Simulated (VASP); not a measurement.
Runs of VASP 6.6.1 on ZrO. Symmetry: Cmmm, No. 65, orthorhombic system. The conventional cell has a = 3.653 Å, b = 5.838 Å, c = 2.620 Å, α = 90.00°, β = 90.00°, γ = 90.00°. Zr (site symmetry mmm) is surrounded by 2 O at 1.83 Å. O (site symmetry mmm) is surrounded by 2 Zr at 1.83 Å. The cell was built by a generator and needn't be a form met in nature.

| task | level | potentials or basis | cell | cutoff (eV) | smearing | gap on the mesh (eV) | pressure (GPa) | relaxed volume (Å³/atom) |
| --- | --- | --- | --- | --- | --- | --- | --- | --- |
| relaxation of the atoms | LDA | VASP PAW LDA potentials, release 64 (Zr_sv, O) | atoms relaxed | 520 | gaussian 0.05 eV | none | 52.5 | - |
| relaxation of cell and atoms | PBE | VASP PAW PBE potentials, release 64 (Zr_sv, O) | relaxed | 600 | gaussian 0.05 eV | none | 0.0 | (a) |
| single point | PBE | VASP PAW PBE potentials, release 64 (Zr_sv, O) | as given | 520 | fermi-dirac 0.05 eV | none | 62.8 | - |
| relaxation of cell and atoms | revPBE+dDsC | VASP PAW PBE potentials, release 64 (Zr_sv, O) | relaxed | 580 | gaussian 0.05 eV | none | 0.0 | 14.73 |

Alike in all rows: no spin polarisation; k mesh 9 × 9 × 10.

Problem. Estimate the missing entries.

Solution. (a) 15.11.

Caveats: a pressure of tens of GPa on the cell as given is suspect, and the run, the potentials or the cell itself is likely at fault (some runs); the relaxation stopped at its first step, so nothing moved (some runs); the PAW data sets were made with another functional, which shifts forces and pressure a little (some runs); pairwise dispersion overbinds metals, which lowers pressure and volume (some runs).

A k mesh can miss the band edges, and the runs leave out spin-orbit coupling on Zr.

A gap of «none» marks a metal or a gap under the smearing width.
